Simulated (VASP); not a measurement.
# BN (P6_3/mmc) in VASP: further runs

Runs on BN. Level: PBE. Tasks: dielectric tensor.

Program: VASP 6.6.1. These are calculated values, not measurements. Logs are shortened: lines on timing, memory, paths and dates and some standing lists are left out, and cuts for length are marked.

### 1 Starting point

It takes space group P6_3/mmc (No. 194, hexagonal). Conventional cell: a = 2.498 Å, b = 2.498 Å, c = 6.636 Å, α = 90.00°, β = 90.00°, γ = 120.00°. Around N (site symmetry -6m2) lie 3 B at 1.44 Å. Around B (site symmetry -6m2) lie 3 N at 1.44 Å.

### 2 Dielectric tensor, PBE

Contents of INCAR:

```
ALGO = Normal
EDIFF = 1E-6
ENCUT = 400
GGA = PE
ISIF = 2
ISMEAR = 0
LASPH = True
LCHARG = False
LEPSILON = True
LREAL = False
LWAVE = False
NELM = 100
PREC = Accurate
SIGMA = 0.01
```

Contents of KPOINTS:

```
k-points
0
Gamma
  10 10 3
```

Contents of POSCAR:

```
BN
1.0
    2.4982400000      0.0000000000      0.0000000000
   -1.2491200000      2.1635393048      0.0000000000
    0.0000000000      0.0000000000      6.6357000000
N B
2 2
Direct
    0.6666666667      0.3333333333      0.2500000000
    0.3333333333      0.6666666667      0.7500000000
    0.6666666667      0.3333333333      0.7500000000
    0.3333333333      0.6666666667      0.2500000000
```

Potentials or basis: VASP PAW PBE potentials, release 64 (N, B).

Launch:

```sh
$ cat potpaw_PBE.64/N/POTCAR potpaw_PBE.64/B/POTCAR > POTCAR
$ mpirun -np 1 vasp_std > vasp.out
```

OUTCAR:

```text
EDIFF = 1E-6
   ENCUT = 400
   GGA = PE
   ISIF = 2
   ISMEAR = 0
   LASPH = True
   LEPSILON = True
   LREAL = False
   NELM = 100
   PREC = Accurate

 Found     28 irreducible k-points:

 Following reciprocal coordinates:
            Coordinates               Weight
  0.000000  0.000000  0.000000      1.000000
  0.100000  0.000000  0.000000      6.000000
  0.200000  0.000000  0.000000      6.000000
  0.300000  0.000000  0.000000      6.000000
  0.400000  0.000000  0.000000      6.000000
  0.500000  0.000000  0.000000      3.000000
   k-points           NKPTS =     28   k-points in BZ     NKDIM =     28   number of bands    NBANDS=     12
   number of dos      NEDOS =    301   number of ions     NIONS =      4
   total plane-waves  NPLWV =  12288
   dimension x,y,z NGX =    16 NGY =   16 NGZ =   48
   dimension x,y,z NGXF=    32 NGYF=   32 NGZF=   96
   ions per type =               2   2
   NGX,Y,Z   is equivalent  to a cutoff of  10.65, 10.65, 12.03 a.u.
   NGXF,Y,Z  is equivalent  to a cutoff of  21.29, 21.29, 24.05 a.u.
 SYSTEM =  unknown system
   PREC   = accura    normal or accurate (medium, high low for compatibility)
   ISTART =      0    job   : 0-new  1-cont  2-samecut
   ICHARG =      2    charge: 1-file 2-atom 10-const
   ISPIN  =      1    spin polarized calculation?
   LNONCOLLINEAR =      F non collinear calculations
   LSORBIT =      F    spin-orbit coupling
   LASPH  =      T    aspherical Exc in radial PAW
   ENCUT  =  400.0 eV  29.40 Ry    5.42 a.u.   4.07  4.07 10.82*2*pi/ulx,y,z
   NELM   =    100;   NELMIN=  2; NELMDL= -5     # of ELM steps
   EDIFF  = 0.1E-05   stopping-criterion for ELM
   LREAL  =      F    real-space projection
   EDIFFG = 0.1E-04   stopping-criterion for IOM
   NSW    =      0    number of steps for IOM
   IBRION =     -1    ionic relax: 0-MD 1-quasi-New 2-CG
   NFREE  =      0    steps in history (QN), initial steepest desc. (CG)
   ISIF   =      2    stress and relaxation
   ISYM   =      2    0-nonsym 1-usesym 2-fastsym
   POTIM  = 0.5000    time-step for ionic-motion
   TEBEG  =    0.0;   TEEND  =   0.0 temperature during run
   PSTRESS=    0.0 pullay stress
   NELECT =      16.0000    total number of electrons
   NUPDOWN=      -1.0000    fix difference up-down
   EMIN   =  10.00;   EMAX   =-10.00  energy-range for DOS
   EFERMI =   0.00;   METHOD = LEGACY
   ISMEAR =     0;   SIGMA  =   0.01  broadening in eV -4-tet -1-fermi 0-gaus
   EFERMI_NEDOS =   21; number of points for ismear=-14 and -15
   IALGO  =     38    algorithm
   IMIX   =      4    mixing-type and parameters
     AMIX     =   0.40;   BMIX     =  1.00
[... 145 lines left out ...]
    total drift:                                0.000000     -0.000000      0.000000

  FREE ENERGIE OF THE ION-ELECTRON SYSTEM (eV)
  ---------------------------------------------------
  free  energy   TOTEN  =       -35.1341427765 eV

  energy  without entropy=      -35.1341427765  energy(sigma->0) =      -35.13414278

 HEAD OF MICROSCOPIC STATIC DIELECTRIC TENSOR (INDEPENDENT PARTICLE, excluding Hartree and local field effects)
 ------------------------------------------------------
           4.837333     0.000000     0.000000
           0.000000     4.837333    -0.000000
           0.000000     0.000000     3.015251
 ------------------------------------------------------

 Free energy of the ion-electron system (eV)
  ---------------------------------------------------
  ---------------------------------------------------
  free energy    TOTEN  =        -0.39645555 eV

  energy without entropy =       -0.39645555

------------------------ aborting loop because EDIFF is reached ----------------------------------------

--------------------------------------- Ionic step        2  -------------------------------------------

------------------------ aborting loop because EDIFF is reached ----------------------------------------

--------------------------------------- Ionic step        3  -------------------------------------------

 Free energy of the ion-electron system (eV)
  ---------------------------------------------------
  ---------------------------------------------------
  free energy    TOTEN  =        -0.18690303 eV

  energy without entropy =       -0.18690303

------------------------ aborting loop because EDIFF is reached ----------------------------------------

 PIEZOELECTRIC TENSOR FIELD DIRECTION 3  (e Angst)
 -----------------------------------------------------------------------------
    -0.00030  0.00000  0.00000           ( -0.00000  0.00000  0.00000)
    -0.00000 -0.00030 -0.00000           (  0.00000 -0.00000  0.00000)
     0.00000 -0.00000  0.00025           (  0.00000  0.00000 -0.00001)

 PIEZOELECTRIC TENSOR FIELD DIRECTION 3  (C/m^2)
 -----------------------------------------------------------------------------
    -0.00013  0.00000  0.00000
    -0.00000 -0.00013 -0.00000
     0.00000 -0.00000  0.00011

 MACROSCOPIC STATIC DIELECTRIC TENSOR (including local field effects in DFT)
 ------------------------------------------------------
           4.748782     0.000000     0.000000
           0.000000     4.748782     0.000000
           0.000000     0.000000     2.692115
 ------------------------------------------------------

 PIEZOELECTRIC TENSOR (including local field effects)  for field in x, y, z        (e  Angst)
          XX          YY          ZZ          XY          YZ          ZX
  --------------------------------------------------------------------------------
  x     0.00000     0.00000     0.00000     0.00000     0.00000     0.00000
  y     0.00000     0.00000     0.00000     0.00000     0.00000     0.00000
  z     0.00000     0.00000     0.00000     0.00000     0.00000     0.00000

 PIEZOELECTRIC TENSOR (including local field effects)  for field in x, y, z        (C/m^2)
          XX          YY          ZZ          XY          YZ          ZX
  --------------------------------------------------------------------------------
  x     0.00000     0.00000     0.00000     0.00000     0.00000     0.00000
  y     0.00000     0.00000     0.00000     0.00000     0.00000     0.00000
  z     0.00000     0.00000     0.00000     0.00000     0.00000     0.00000

 BORN EFFECTIVE CHARGES (including local field effects) (in |e|, cummulative output)
 ---------------------------------------------------------------------------------
 ion    1
    1    -2.70359     0.00000     0.00000
    2     0.00000    -2.70359     0.00000
    3     0.00000     0.00000    -0.74187
 ion    2
    1    -2.70359     0.00000     0.00000
    2     0.00000    -2.70359     0.00000
    3     0.00000     0.00000    -0.74187
 ion    3
    1     2.70359     0.00000     0.00000
    2     0.00000     2.70359     0.00000
    3     0.00000    -0.00000     0.74187
 ion    4
    1     2.70359     0.00000     0.00000
    2     0.00000     2.70359     0.00000
    3    -0.00000     0.00000     0.74187
```

Wall time 73 s (1 thread of AMD EPYC 7R43 (Zen 3), shared host); peak memory 0.13 GiB.

The run converged, but some of its settings lie outside the range that counts as converged, so its numbers aren't taken as properties of the crystal.

What came out:

```
Band gap on the k mesh                  : 4.24 eV, indirect (least direct gap 4.68 eV)
Electronic dielectric tensor (diagonal) : 4.75, 4.75, 2.69
Born charges (mean of the diagonal)     : N -2.05; B +2.05 e
```

Caveat: an odd mesh through Γ misses points on the zone boundary, where band edges often lie.

### 3 Dielectric tensor, PBE

Contents of INCAR:

```
ALGO = Normal
EDIFF = 1E-8
ENCUT = 400
GGA = PE
ISIF = 2
ISMEAR = 0
LASPH = True
LCHARG = False
LEPSILON = True
LREAL = False
LWAVE = False
NELM = 100
PREC = Normal
SIGMA = 0.01
```

KPOINTS is that of step 2.

POSCAR is that of step 2.

Potentials or basis: VASP PAW PBE potentials, release 64 (N, B).

Launch:

```sh
$ cat potpaw_PBE.64/N/POTCAR potpaw_PBE.64/B/POTCAR > POTCAR
$ mpirun -np 1 vasp_std > vasp.out
```

OUTCAR:

```text
EDIFF = 1E-8
   ENCUT = 400
   GGA = PE
   ISIF = 2
   ISMEAR = 0
   LASPH = True
   LEPSILON = True
   LREAL = False
   NELM = 100
   PREC = Normal

 Found     28 irreducible k-points:

 Following reciprocal coordinates:
            Coordinates               Weight
  0.000000  0.000000  0.000000      1.000000
  0.100000  0.000000  0.000000      6.000000
  0.200000  0.000000  0.000000      6.000000
  0.300000  0.000000  0.000000      6.000000
  0.400000  0.000000  0.000000      6.000000
  0.500000  0.000000  0.000000      3.000000
   k-points           NKPTS =     28   k-points in BZ     NKDIM =     28   number of bands    NBANDS=     12
   number of dos      NEDOS =    301   number of ions     NIONS =      4
   total plane-waves  NPLWV =   4608
   dimension x,y,z NGX =    12 NGY =   12 NGZ =   32
   dimension x,y,z NGXF=    24 NGYF=   24 NGZF=   64
   ions per type =               2   2
   NGX,Y,Z   is equivalent  to a cutoff of   7.99,  7.99,  8.02 a.u.
   NGXF,Y,Z  is equivalent  to a cutoff of  15.97, 15.97, 16.03 a.u.
 SYSTEM =  unknown system
   PREC   = normal    normal or accurate (medium, high low for compatibility)
   ISTART =      0    job   : 0-new  1-cont  2-samecut
   ICHARG =      2    charge: 1-file 2-atom 10-const
   ISPIN  =      1    spin polarized calculation?
   LNONCOLLINEAR =      F non collinear calculations
   LSORBIT =      F    spin-orbit coupling
   LASPH  =      T    aspherical Exc in radial PAW
   ENCUT  =  400.0 eV  29.40 Ry    5.42 a.u.   4.07  4.07 10.82*2*pi/ulx,y,z
   NELM   =    100;   NELMIN=  2; NELMDL= -5     # of ELM steps
   EDIFF  = 0.1E-07   stopping-criterion for ELM
   LREAL  =      F    real-space projection
   EDIFFG = 0.1E-06   stopping-criterion for IOM
   NSW    =      0    number of steps for IOM
   IBRION =     -1    ionic relax: 0-MD 1-quasi-New 2-CG
   NFREE  =      0    steps in history (QN), initial steepest desc. (CG)
   ISIF   =      2    stress and relaxation
   ISYM   =      2    0-nonsym 1-usesym 2-fastsym
   POTIM  = 0.5000    time-step for ionic-motion
[... 170 lines left out ...]

 Free energy of the ion-electron system (eV)
  ---------------------------------------------------
  ---------------------------------------------------
  free energy    TOTEN  =        -0.39561999 eV

  energy without entropy =       -0.39561999

------------------------ aborting loop because EDIFF is reached ----------------------------------------

--------------------------------------- Ionic step        2  -------------------------------------------

------------------------ aborting loop because EDIFF is reached ----------------------------------------

--------------------------------------- Ionic step        3  -------------------------------------------

 Free energy of the ion-electron system (eV)
  ---------------------------------------------------
  ---------------------------------------------------
  free energy    TOTEN  =        -0.18627852 eV

  energy without entropy =       -0.18627852

------------------------ aborting loop because EDIFF is reached ----------------------------------------

 PIEZOELECTRIC TENSOR FIELD DIRECTION 3  (e Angst)
 -----------------------------------------------------------------------------
    -0.00030 -0.00000  0.00000           ( -0.00000 -0.00000  0.00000)
     0.00000 -0.00030  0.00000           (  0.00000 -0.00000 -0.00000)
     0.00000 -0.00000  0.00025           (  0.00000 -0.00000 -0.00001)

 PIEZOELECTRIC TENSOR FIELD DIRECTION 3  (C/m^2)
 -----------------------------------------------------------------------------
    -0.00013 -0.00000  0.00000
     0.00000 -0.00013  0.00000
     0.00000 -0.00000  0.00011

 MACROSCOPIC STATIC DIELECTRIC TENSOR (including local field effects in DFT)
 ------------------------------------------------------
           4.749263     0.000000     0.000000
           0.000000     4.749263    -0.000000
          -0.000000     0.000000     2.692198
 ------------------------------------------------------

 PIEZOELECTRIC TENSOR (including local field effects)  for field in x, y, z        (e  Angst)
          XX          YY          ZZ          XY          YZ          ZX
  --------------------------------------------------------------------------------
  x     0.00000     0.00000     0.00000     0.00000     0.00000     0.00000
  y     0.00000     0.00000     0.00000     0.00000     0.00000     0.00000
  z     0.00000     0.00000     0.00000     0.00000     0.00000     0.00000

 PIEZOELECTRIC TENSOR (including local field effects)  for field in x, y, z        (C/m^2)
          XX          YY          ZZ          XY          YZ          ZX
  --------------------------------------------------------------------------------
  x     0.00000     0.00000     0.00000     0.00000     0.00000     0.00000
  y     0.00000     0.00000     0.00000     0.00000     0.00000     0.00000
  z     0.00000     0.00000     0.00000     0.00000     0.00000     0.00000

 BORN EFFECTIVE CHARGES (including local field effects) (in |e|, cummulative output)
 ---------------------------------------------------------------------------------
 ion    1
    1    -2.70365     0.00000     0.00000
    2     0.00000    -2.70365     0.00000
    3     0.00000     0.00000    -0.74223
 ion    2
    1    -2.70365     0.00000     0.00000
    2     0.00000    -2.70365     0.00000
    3    -0.00000     0.00000    -0.74223
 ion    3
    1     2.70365     0.00000     0.00000
    2     0.00000     2.70365     0.00000
    3     0.00000     0.00000     0.74223
 ion    4
    1     2.70365     0.00000     0.00000
    2     0.00000     2.70365     0.00000
    3     0.00000     0.00000     0.74223
```

OSZICAR:

```text
N       E                     dE             d eps       ncg     rms          rms(c)
DAV:   1     0.490105244519E+02    0.49011E+02   -0.72863E+03   680   0.100E+03
[... 13 lines left out ...]
RMM:   5    -0.185785828587E+00   -0.54800E-02   -0.48744E-04  1107   0.178E-01    0.112E-02
RMM:   6    -0.186012651833E+00   -0.22682E-03   -0.12966E-05  1140   0.210E-02    0.534E-03
RMM:   7    -0.186266039562E+00   -0.25339E-03   -0.22097E-06  1128   0.124E-02    0.885E-04
RMM:   8    -0.186284486046E+00   -0.18446E-04   -0.11249E-07  1124   0.227E-03    0.302E-04
RMM:   9    -0.186279228487E+00    0.52576E-05   -0.17349E-08  1146   0.870E-04    0.314E-05
RMM:  10    -0.186278160959E+00    0.10675E-05   -0.44418E-09   969   0.169E-04    0.116E-05
RMM:  11    -0.186278516706E+00   -0.35575E-06   -0.42598E-09   702   0.103E-04    0.275E-06
```

Run time: 48 s. Hardware: 1 thread of AMD EPYC 7R43 (Zen 3), shared host; peak memory 0.11 GiB.

These settings aren't checked as converged: the numbers below hold their error.

What came out:

```
Band gap on the k mesh                  : 4.24 eV, indirect (least direct gap 4.68 eV)
Electronic dielectric tensor (diagonal) : 4.75, 4.75, 2.69
Born charges (mean of the diagonal)     : N -2.05; B +2.05 e
```

Caveat: an odd mesh through Γ misses points on the zone boundary, where band edges often lie.

(Continued in part 2 of 3.)
